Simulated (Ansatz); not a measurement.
# PtSb: strain energy, fitted

PtSb, P6_3/mmc, a = 4.171 Å, c = 5.468 Å. The structure is a COD entry; whether it is the stable form wasn't checked. Ansatz: PBEsol, PAW, 420 eV, Γ-centred 12×12×10 mesh on 4 atoms, Gaussian smearing 0.10 eV; no spin polarisation. Series: biaxial strain in the a-b plane, c and atoms relaxed; x is the strain in per cent. y is the free energy over the unstrained cell, V0 = 20.596 Å³/atom.

| x (%) | y (meV/atom) |
| --- | --- |
| -4.5 | ? |
| -3.0 | 23.09 |
| -1.5 | 5.87 |
| 0.0 | 0.00 |
| 1.5 | 7.06 |
| 3.0 | 26.56 |
| 4.5 | 57.73 |

Task: Fit y = c2 x² + c3 x³ to the other rows, turn c2 into a modulus, and predict the missing energy.

Result: Least squares on the rows shown. y = 2.7091 x² + 0.036713 x³. In eV per unit strain² c2 is 27.09; M is the biaxial modulus (E = M V0 ε²): 27.09 × 160.2 / (20.596) = 211 GPa. The unstrained cell keeps some stress along the strain, worth a slope of 0.22 meV/atom per %, which the form leaves out. With a term in x⁴ added, the coefficient of x² becomes 2.920, 8 % more, which shows how far this figure hangs on the form. At x = -4.5 the fit asked for gives 51.51 meV/atom. The run gave 48.51 meV/atom, so the fit is 3.00 meV/atom too high, 5.2 % of the span of the series, against an rms of 0.70 meV/atom on the fitted rows. The row lies outside the fitted range. With a term in x⁴ added, a fit to the same known rows predicts 45.73 meV/atom, which misses by about as much or more on the other side: the known rows don't fix the higher terms.

Spin–orbit coupling is left out, which can shift energies with elements as heavy as these.